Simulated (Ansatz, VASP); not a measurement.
# One calculation of ZnS, two programs

INCAR

```
PREC = Accurate
ENCUT = 520
EDIFF = 1E-7
ISMEAR = 0
SIGMA = 0.01
LREAL = F
LASPH = T
NELM = 100
ALGO = Normal
ISIF = 2
LWAVE = F
LCHARG = F
GGA = PS
NBANDS = 26
```

File KPOINTS:

```
regular mesh
0
Gamma
  9 9 4
```

POSCAR

```
ZnS
1.0
    3.7822799599      0.0000000000      0.0000000000
   -1.8911399799      3.2755505295      0.0000000000
    0.0000000000      0.0000000000      6.2079685997
Zn S
2 2
Direct
    0.3333333333      0.6666666667      0.0004339381
    0.6666666667      0.3333333333      0.5004339381
    0.3333333333      0.6666666667      0.3745660619
    0.6666666667      0.3333333333      0.8745660619
```

Input for Ansatz:

```yaml
crystal:
  lattice:
    - [3.7822799599, 0.0, 0.0]
    - [-1.8911399799, 3.2755505295, 0.0]
    - [0.0, 0.0, 6.2079685997]
  atoms:
    - { symbol: Zn, position: [0.3333333333, 0.6666666667, 0.0004339381] }
    - { symbol: Zn, position: [0.6666666667, 0.3333333333, 0.5004339381] }
    - { symbol: S, position: [0.3333333333, 0.6666666667, 0.3745660619] }
    - { symbol: S, position: [0.6666666667, 0.3333333333, 0.8745660619] }
basis:
  ecutwfc: 420
kpoints:
  mp_grid: { grid: [9, 9, 4] }
  band_path:
    path:
      - [0.0, 0.0, 0.0]
      - [0.0, 0.0, 0.0]
      - [0.0, 0.0, 0.0]
      - [0.0, 0.0, 0.0]
      - [0.0, 0.0, 0.0]
      - [0.0, 0.0, 0.0]
      - [0.0, 0.0, 0.0]
      - [0.0, 0.0, 0.0]
      - [0.0, 0.0, 0.0]
      - [0.0, 0.0, 0.0]
      - [0.0, 0.0, 0.0]
      - [0.0, 0.0, 0.0]
      - [0.0, 0.0, 0.0]
      - [0.0, 0.0, 0.0]
      - [0.0, 0.0, 0.0]
      - [0.0, 0.0, 0.0]
      - [0.0, 0.0, 0.0]
      - [0.0, 0.0, 0.0]
      - [0.0, 0.0, 0.0]
      - [0.0, 0.0, 0.0]
      - [0.0, 0.0, 0.0]
      - [0.0, 0.0, 0.0]
      - [0.0, 0.0, 0.0]
      - [0.0, 0.0, 0.0]
      - [0.0, 0.0, 0.0]
      - [0.0, 0.0, 0.0]
      - [0.3, 0.0, 0.0]
      - [0.3166666667, 0.0, 0.0]
      - [0.3333333333, 0.0, 0.0]
      - [0.35, 0.0, 0.0]
      - [0.3666666667, 0.0, 0.0]
      - [0.3833333333, 0.0, 0.0]
      - [0.4, 0.0, 0.0]
      - [0.4166666667, 0.0, 0.0]
      - [0.4333333333, 0.0, 0.0]
      - [0.45, 0.0, 0.0]
      - [0.4666666667, 0.0, 0.0]
      - [0.4833333333, 0.0, 0.0]
      - [0.5, 0.0, 0.0]
      - [0.5, 0.0, 0.0]
      - [0.5, 0.0, 0.0416666667]
      - [0.5, 0.0, 0.0833333333]
      - [0.5, 0.0, 0.125]
      - [0.5, 0.0, 0.1666666667]
      - [0.5, 0.0, 0.2083333333]
      - [0.5, 0.0, 0.25]
      - [0.5, 0.0, 0.2916666667]
      - [0.5, 0.0, 0.3333333333]
      - [0.5, 0.0, 0.375]
      - [0.5, 0.0, 0.4166666667]
      - [0.5, 0.0, 0.4583333333]
      - [0.5, 0.0, 0.5]
      - [0.3333333333, 0.3333333333, 0.0]
      - [0.3333333333, 0.3333333333, 0.0]
      - [0.3333333333, 0.3333333333, 0.0]
      - [0.3333333333, 0.3333333333, 0.0]
      - [0.3333333333, 0.3333333333, 0.0]
      - [0.3333333333, 0.3333333333, 0.0]
      - [0.3333333333, 0.3333333333, 0.0]
      - [0.3333333333, 0.3333333333, 0.0]
      - [0.3333333333, 0.3333333333, 0.0]
      - [0.3333333333, 0.3333333333, 0.0]
      - [0.3333333333, 0.3333333333, 0.0]
      - [0.3333333333, 0.3333333333, 0.0]
      - [0.3333333333, 0.3333333333, 0.0]
      - [0.0, 0.0, 0.5]
      - [0.0, 0.0, 0.5]
      - [0.0, 0.0, 0.5]
      - [0.0, 0.0, 0.5]
      - [0.0, 0.0, 0.5]
      - [0.0, 0.0, 0.5]
      - [0.0, 0.0, 0.5]
      - [0.0, 0.0, 0.5]
      - [0.0, 0.0, 0.5]
      - [0.0, 0.0, 0.5]
      - [0.0, 0.0, 0.5]
      - [0.0, 0.0, 0.5]
      - [0.0, 0.0, 0.5]
    npoints: 1
hamiltonian:
  xc: pbesol
  pseudopotentials: { kind: paw, azcp: { folder: soft_1 } }
scf:
  occupations: { method: fixed }
  n_extra_bands: 6
output:
  eigenvalues: true
```

Alike in both runs: task single point; functional PBEsol; k mesh 9 × 9 × 4; no spin polarisation.

```csv
,VASP,Ansatz
version,VASP 6.6.1,Ansatz 0.2.0
potentials or method,"VASP PAW PBE potentials, release 64 (Zn, S)","scalar-relativistic, plane waves, PAW"
plane-wave cutoff (eV),520,420
occupations,"gaussian, width 0.01 eV",fixed
valence electrons in the cell,36,36
```

Ansatz gave:

```
gap on the k mesh at the Fermi level (eV) : 2.15
least direct gap on the mesh (eV)         : 2.15
```

Problem. Estimate VASP's values.

Solution. gap on the k mesh at the Fermi level (eV): 2.16; least direct gap on the mesh (eV): 2.16.

Ansatz warned: «pseudo_functional_mismatch».

 Expect the measured gap to be larger: semilocal functionals such as PBEsol lack the derivative discontinuity.
